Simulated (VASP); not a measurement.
# InSe (P6_3/mmc) in VASP: notebook, part 2 of 2

VASP 6.6.1. The steps go on from the part before.

### Step 3. Phonons, LDA

This run uses another cell than the first one, of 28.10 Å³/atom, 0.953 times its volume.

POSCAR

```
InSe
1.0
    3.9683300108     -0.0000000000      0.0000000000
   -1.9841650054      3.4366746000      0.0000000000
    0.0000000000      0.0000000000     16.4836437769
  In              Se
     4     4
Direct
     0.3333333332999970    0.6666666667000030    0.1667497136539136
     0.6666666667000030    0.3333333332999970    0.6667497136539136
     0.3333333332999970    0.6666666667000030    0.3332502863460864
     0.6666666667000030    0.3333333332999970    0.8332502863460864
     0.3333333332999970    0.6666666667000030    0.5894215575731530
     0.6666666667000030    0.3333333332999970    0.0894215575731530
     0.3333333332999970    0.6666666667000030    0.9105784424268470
     0.6666666667000030    0.3333333332999970    0.4105784424268470
```

INCAR.step1

```
SYSTEM = InSe
  ALGO = Normal
  EDIFF = 1E-8
  EDIFFG = -0.002
  ENCUT = 600
  GGA = CA
  IBRION = 2
  ISIF = 3
  ISMEAR = 0
  KPAR = 2
  LASPH = .True.
  LCHARG = .False.
  LREAL = .False.
  LWAVE = .False.
  NELM = 80
  NSW = 40
  PREC = Accurate
  SIGMA = 0.03
```

INCAR.step2

```
SYSTEM = InSe
  ALGO = Normal
  EDIFF = 1E-8
  ENCUT = 600
  GGA = CA
  IBRION = 6
  ISIF = 2
  ISMEAR = 0
  KPAR = 2
  LASPH = .True.
  LCHARG = .False.
  LREAL = .False.
  LWAVE = .False.
  NELM = 80
  NFREE = 2
  NSW = 1
  POTIM = 0.015
  PREC = Accurate
  SIGMA = 0.03
```

KPOINTS

```
k-points
0
Gamma
  9 9 2
  0 0 0
```

Potentials or basis: VASP PAW LDA potentials, release 64 (In_d, Se).

On the command line:

```
$ cat potpaw_LDA.64/In_d/POTCAR potpaw_LDA.64/Se/POTCAR > POTCAR
$ cp INCAR.step1 INCAR
$ mpirun -np 2 vasp_std > vasp.out
$ cp CONTCAR POSCAR
$ cp INCAR.step2 INCAR
$ mpirun -np 2 vasp_std > vasp.out
```

OUTCAR:

```text
SYSTEM = InSe
   EDIFF = 1E-8
   ENCUT = 600
   GGA = CA
   IBRION = 6
   ISIF = 2
   ISMEAR = 0
   LASPH = .True.
   LREAL = .False.
   NELM = 80
   NFREE = 2
   NSW = 1
   POTIM = 0.015
   PREC = Accurate

 ion  position               nearest neighbor table
   1  0.333  0.667  0.167-   6 2.62   6 2.62   6 2.62   3 2.74
   2  0.667  0.333  0.667-   5 2.62   5 2.62   5 2.62   4 2.74
   3  0.333  0.667  0.333-   8 2.62   8 2.62   8 2.62   1 2.74
   4  0.667  0.333  0.833-   7 2.62   7 2.62   7 2.62   2 2.74
   5  0.333  0.667  0.589-   2 2.62   2 2.62   2 2.62
   6  0.667  0.333  0.089-   1 2.62   1 2.62   1 2.62
   7  0.333  0.667  0.911-   4 2.62   4 2.62   4 2.62
   8  0.667  0.333  0.411-   3 2.62   3 2.62   3 2.62

  LATTYP: Found a hexagonal cell.
 ALAT       =     3.9688799113
 C/A-ratio  =     4.1526619367

  Lattice vectors:

 A1 = (   3.9688799113,   0.0000000000,   0.0000000000)
 A2 = (  -1.9844399557,   3.4371508278,   0.0000000000)
 A3 = (   0.0000000000,   0.0000000000,  16.4814165392)

Analysis of symmetry for initial positions (statically):
=====================================================================
 Subroutine PRICEL returns:
 Original cell was already a primitive cell.

 Routine SETGRP: Setting up the symmetry group for a
 hexagonal supercell.

 Subroutine GETGRP returns: Found 24 space group operations
 (whereof 12 operations were pure point group operations)
 out of a pool of 24 trial point group operations.

The static configuration has the point symmetry D_3d.
 The point group associated with its full space group is D_6h.

Analysis of symmetry for dynamics (positions and initial velocities):
=====================================================================
 Subroutine PRICEL returns:
 Original cell was already a primitive cell.

 Routine SETGRP: Setting up the symmetry group for a
 hexagonal supercell.

 Subroutine GETGRP returns: Found 24 space group operations
 (whereof 12 operations were pure point group operations)
 out of a pool of 24 trial point group operations.

The dynamic configuration has the point symmetry D_3d.
 The point group associated with its full space group is D_6h.

 Subroutine INISYM returns: Found 24 space group operations
 (whereof 12 operations are pure point group operations),
 and found     1 'primitive' translations

----------------------------------------------------------------------------------------

                                     Primitive cell

  volume of cell :     224.8335

  direct lattice vectors                    reciprocal lattice vectors
     3.968879911  0.000000000  0.000000000     0.251960256  0.145469322  0.000000000
    -1.984439956  3.437150828  0.000000000     0.000000000  0.290938644  0.000000000
     0.000000000  0.000000000 16.481416539     0.000000000  0.000000000  0.060674396

  length of vectors
[... 118 lines left out ...]
   GGA     = CA    functional components
   LHFCALC =     F    Hartree Fock is set to
   AEXX    =    0.0000 exact exchange contribution
   IVDW    =     0    specifies the selected vdW correction
   LEPSILON=     F    determine dielectric tensor
   LRPA    =     F    only Hartree local field effects (RPA)
 finite differences with symmetry
 non-spin polarized calculation
 Gauss-broadening in eV      SIGMA  =   0.03
  energy-cutoff  :      600.00
  volume of cell :      224.83
 maximum number of plane-waves:      7554
 NGX is ok and might be reduce to    32
   NGX = 15   NGY = 15   NGZ = 65

--------------------------------------- Ionic step        1  -------------------------------------------

 number of electron      75.9999989 magnetization

 Free energy of the ion-electron system (eV)
  ---------------------------------------------------
  ext. energy  EPLUGINS =         0.00000000
  ---------------------------------------------------
  free energy    TOTEN  =       -33.32855191 eV

  energy without entropy =      -33.32855191  energy(sigma->0) =      -33.32855191

------------------------ aborting loop because EDIFF is reached ----------------------------------------

  FORCE on cell =-STRESS in cart. coord.  units (eV):
  Direction    XX          YY          ZZ          XY          YZ          ZX
  --------------------------------------------------------------------------------------
  -------------------------------------------------------------------------------------
  Total        0.0024918      0.0024918     -0.0103396      0.0000000     -0.0000000      0.0000000
  in kB        0.0177565      0.0177565     -0.0736804      0.0000000     -0.0000000      0.0000000
  external PRESSURE =      -0.0127225 kB  Pullay stress =       0.0000000 kB
[... 323 lines left out ...]
--------------------------------------- Ionic step        9  -------------------------------------------

 number of electron      75.9999990 magnetization

 Free energy of the ion-electron system (eV)
  ---------------------------------------------------
  ext. energy  EPLUGINS =         0.00000000
  ---------------------------------------------------
  free energy    TOTEN  =       -33.32778389 eV

  energy without entropy =      -33.32778389  energy(sigma->0) =      -33.32778389

 E-fermi :   4.5109     XC(G=0):  -9.4418

 val. band max:        4.3438730224   @ k =   0.0000   0.0000   0.0000
 cond. band min:       4.6446470759   @ k =   0.0000   0.0000   0.0000
 fundamental gap:      0.3007740535
 Fermi energy:         4.5108557158

 k-point     1 :       0.0000    0.0000    0.0000
  band No.  band energies     occupation
      1     -10.5211      2.00000
      2     -10.5199      2.00000
      3     -10.3036      2.00000
      4     -10.3036      2.00000
      5     -10.3029      2.00000
      6     -10.3029      2.00000
[... 1176 lines left out ...]
  FREE ENERGIE OF THE ION-ELECTRON SYSTEM (eV)
  ---------------------------------------------------
  free  energy   TOTEN  =       -33.3277838855 eV

  energy  without entropy=      -33.3277838855  energy(sigma->0) =      -33.32778389

 INTERNAL STRAIN TENSORS FROM DISPLACED ATOMS
 ============================================

 INTERNAL STRAIN TENSOR FOR ION    1 for displacements in x,y,z  (eV/Angst):
          X           Y           Z          XY          YZ          ZX
  --------------------------------------------------------------------------------
  x     0.00000     0.00000     0.00000    -4.72486     0.00000    -5.84947
  y    -4.72486     4.72486     0.00000     0.00000    -5.84947     0.00000
  z    -8.12953    -8.12953     5.84623     0.00000     0.00000     0.00000

 INTERNAL STRAIN TENSOR FOR ION    8 for displacements in x,y,z  (eV/Angst):
          X           Y           Z          XY          YZ          ZX
  --------------------------------------------------------------------------------
  x     0.00000     0.00000     0.00000     5.01812     0.00000    -7.61178
  y     5.01812    -5.01812    -0.00000     0.00000    -7.61179     0.00000
  z    -7.31516    -7.31516    -7.95979    -0.00000     0.00000    -0.00000

 Eigenvectors and eigenvalues of the dynamical matrix
 ----------------------------------------------------

   1 f  =    6.872834 THz    43.183288 2PiTHz  229.253056 cm-1    28.423744 meV
             X         Y         Z           dx          dy          dz
     -0.000000  2.291434  2.747997    -0.000000   -0.000000    0.419710
      1.984440  1.145717 10.988706     0.000000   -0.000000   -0.419710
     -0.000000  2.291434  5.492711    -0.000000    0.000000   -0.419710
      1.984440  1.145717 13.733419     0.000000   -0.000000    0.419710
     -0.000000  2.291434  9.714539     0.000000    0.000000    0.271742
      1.984440  1.145717  1.473830     0.000000    0.000000   -0.271742
     -0.000000  2.291434 15.007586    -0.000000    0.000000   -0.271742
      1.984440  1.145717  6.766878     0.000000   -0.000000    0.271742
[... 243 lines left out ...]
  24 f/i=    0.000576 THz     0.003621 2PiTHz    0.019226 cm-1     0.002384 meV
             X         Y         Z           dx          dy          dz
     -0.000000  2.291434  2.747997    -0.368917    0.109572   -0.000000
      1.984440  1.145717 10.988706    -0.368917    0.109572   -0.000000
     -0.000000  2.291434  5.492711    -0.368917    0.109572   -0.000000
      1.984440  1.145717 13.733419    -0.368917    0.109572   -0.000000
     -0.000000  2.291434  9.714539    -0.305998    0.090884   -0.000000
      1.984440  1.145717  1.473830    -0.305998    0.090884   -0.000000
     -0.000000  2.291434 15.007586    -0.305998    0.090884   -0.000000
      1.984440  1.145717  6.766878    -0.305998    0.090884   -0.000000

 ELASTIC MODULI CONTR FROM IONIC RELAXATION (kBar)
 Direction    XX          YY          ZZ          XY          YZ          ZX
 --------------------------------------------------------------------------------
 XX        -350.9899    -87.7615   -175.6032     -0.0000     -0.0000      0.0000
 YY         -87.7615   -350.9899   -175.6032      0.0000      0.0000      0.0000
 ZZ        -175.6032   -175.6032   -655.2620      0.0000      0.0000      0.0000
 XY          -0.0000      0.0000      0.0000   -131.6142      0.0000      0.0000
 YZ           0.0000      0.0000      0.0000      0.0000   -306.0745      0.0000
 ZX           0.0000      0.0000      0.0000      0.0000      0.0000   -306.0739
 --------------------------------------------------------------------------------
```

Run time: 39 min. Hardware: 2 MPI ranks of Intel Xeon Platinum 8488C (Sapphire Rapids), shared host; peak memory 1.3 GiB.

Results:

- Highest phonon frequency at Γ, LO-TO splitting left out: 229 cm⁻¹

Phonon frequencies in cm⁻¹ (negative: imaginary):
```tsv
q point	frequencies
(0.000, 0.000, 0.000)	0 0 0 17 17 35 37 37 40 40 108 114 174 174 174 174 178 178 178 178 192 200 228 229
```
